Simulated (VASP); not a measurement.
**MgTe: relaxation of cell and atoms with PBEsol**

Crystal: MgTe.

```xyz
2
Lattice="0.0000 3.2195 3.2195 3.2195 0.0000 3.2195 3.2195 3.2195 0.0000" Properties=species:S:1:pos:R:3 pbc="T T T"
Mg    6.4389    3.2195    3.2195
Te    1.6097    1.6097    1.6097
```

The cell was built by a generator and needn't be a form met in nature.

| Item | Value |
| --- | --- |
| Program | VASP 6.6.1 |
| Task | relaxation of cell and atoms |
| Functional | PBEsol |
| Potentials or basis | VASP PAW PBE potentials, release 64 (Mg, Te) |
| Cutoff | 600 eV |
| k mesh | 8 × 8 × 8 |
| Occupations | gaussian, width 0.03 eV |
| Spin | no spin polarisation |
| Further INCAR settings | ALGO = Normal; EDIFF = 1e-07; IBRION = 2; EDIFFG = -0.005; NSW = 90; ISIF = 3 |

```
Relaxed volume                         : 33.40 Å³/atom
Relaxed cell                           : a = 4.554 Å, b = 4.554 Å, c = 4.554 Å, α = 60.00°, β = 60.00°, γ = 60.00°
Space group after relaxing (to 0.05 Å) : F-43m (No. 216)
Energy gained by relaxing              : 0.0 meV/atom
Ionic steps                            : 2
Pressure after relaxing                : 0.0 GPa
Band gap on the k mesh                 : 2.35 eV, direct
```

Final structure:
```
Mg Te
1.0
     0.00000    3.22043    3.22043
     3.22043    0.00000    3.22043
     3.22043    3.22043    0.00000
Mg Te
1 1
Cartesian
  6.4409 6.4409 6.4409
  1.6102 1.6102 1.6102
```

Levels at points of the mesh, in eV from the valence-band top:
| k point | band 1 | band 2 | band 3 | band 4 | band 5 | band 6 | band 7 | band 8 |
| --- | --- | --- | --- | --- | --- | --- | --- | --- |
| (0.00, 0.00, 0.00) | -10.25 | 0.00 | 0.00 | 0.00 | 2.35 | 5.43 | 5.43 | 5.43 |
| (0.50, 0.00, 0.00) | -9.65 | -3.28 | -0.43 | -0.43 | 3.17 | 5.47 | 5.47 | 7.19 |
| (0.50, 0.50, 0.00) | -9.44 | -3.09 | -1.21 | -1.21 | 2.70 | 3.48 | 9.60 | 9.60 |

Wall time 18 s on 2 MPI ranks on Intel(R) Xeon(R) Platinum 8488C (Sapphire Rapids), with other jobs on the host, peak memory 0.21 GiB a rank.

Caveat: the PAW data sets were made with another functional, which shifts forces and pressure a little; spin-orbit coupling is left out, which moves the levels of the heavy elements. A k mesh can miss the band edges.
